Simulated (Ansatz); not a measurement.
# GaN: changing the functional

```cif
data_structure
_symmetry_space_group_name_H-M 'P6_3mc'
_symmetry_Int_Tables_number 186
_cell_length_a 3.2115
_cell_length_b 3.2115
_cell_length_c 10.3568
_cell_angle_alpha 90.000
_cell_angle_beta 90.000
_cell_angle_gamma 120.000
_cell_volume 92.51
loop_
_atom_site_label
_atom_site_type_symbol
_atom_site_symmetry_multiplicity
_atom_site_Wyckoff_symbol
_atom_site_fract_x
_atom_site_fract_y
_atom_site_fract_z
_atom_site_occupancy
Ga1 Ga 2 a 0.00000 0.00000 0.78587 1
Ga2 Ga 2 b 0.66667 0.33333 0.03735 1
N1 N 2 a 0.00000 0.00000 0.09304 1
N2 N 2 b 0.66667 0.33333 0.34374 1
```

The cell is a database's computed one, not the measured one.

Kept alike: task equation of state; k mesh 10 × 10 × 3; occupations fermi-dirac, width 0.05 eV; no spin polarisation. Program: Ansatz, Ansatz PAW. Cutoffs run from 420 to 500 eV. The mesh is that of the run's cell of 8 atoms. No spin-orbit coupling.

| run | volume (Å³/atom) | bulk modulus (GPa) |
| --- | --- | --- |
| A | 11.160 | 194.5 |
| B | 11.555 | 168.8 |
| C | 11.163 | 185.9 |

Volume and modulus come from cells scaled at fixed shape and fractions; off cubic symmetry such a modulus can lie above the relaxed one. All rows use potentials made for PBE.

**Question.** The runs differ in the functional (and the cutoff that goes with it) alone: PBE; PBEsol; r2SCAN. Which run is which?

**Answer.** Run A is r2SCAN; run B is PBE; run C is PBEsol. The volume runs from 11.160 (r2SCAN) to 11.555 Å³/atom (PBE). From PBE: PBEsol -0.392; r2SCAN -0.395. The bulk modulus runs from 168.8 (PBE) to 194.5 GPa (r2SCAN). From PBE: PBEsol +17.1; r2SCAN +25.7.
